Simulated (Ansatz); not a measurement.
Crystal: Ti, simple cubic type, 1 atom in the cell.

These are results of PBE, plane waves, PAW datasets (generated soft set 1) (Ansatz 0.2.0 development build), not measurements.

Cutoff 420 eV; k-mesh 41×41×41 Γ-centred; Fermi–Dirac smearing of 0.0612 eV; no spin polarisation.

(1) What equilibrium volume, lattice constant and bulk modulus does this give?

## Answers

(1) V₀ = 18.416 Å³/atom (a₀ = 2.641 Å), B₀ = 78.1 GPa, B₀′ = 3.41. The points behind the fit:

```csv
V (Å³/atom),a (Å),E − E(min) (meV/atom),P (GPa)
17.297,2.5862,18.13,5.44
17.665,2.6044,7.91,3.49
18.033,2.6224,1.99,1.70
18.401,2.6401,0.00,0.06
18.769,2.6576,1.61,-1.44
19.137,2.6748,6.51,-2.81
19.505,2.6919,14.43,-4.07
```

The published all-electron PBE values for this crystal (mean of FLEUR and WIEN2k, k-spacing 0.06 Å⁻¹; Bosoni et al., Nat. Rev. Phys. 6, 45 (2024)) are V₀ = 18.413 Å³/atom, B₀ = 78.1 GPa, B₀′ = 3.42.

The stress includes the program's correction for the finite plane-wave basis.

This cubic structure is a model: it isn't the usual form of the substance at ambient conditions, and such phases are metastable or hypothetical.
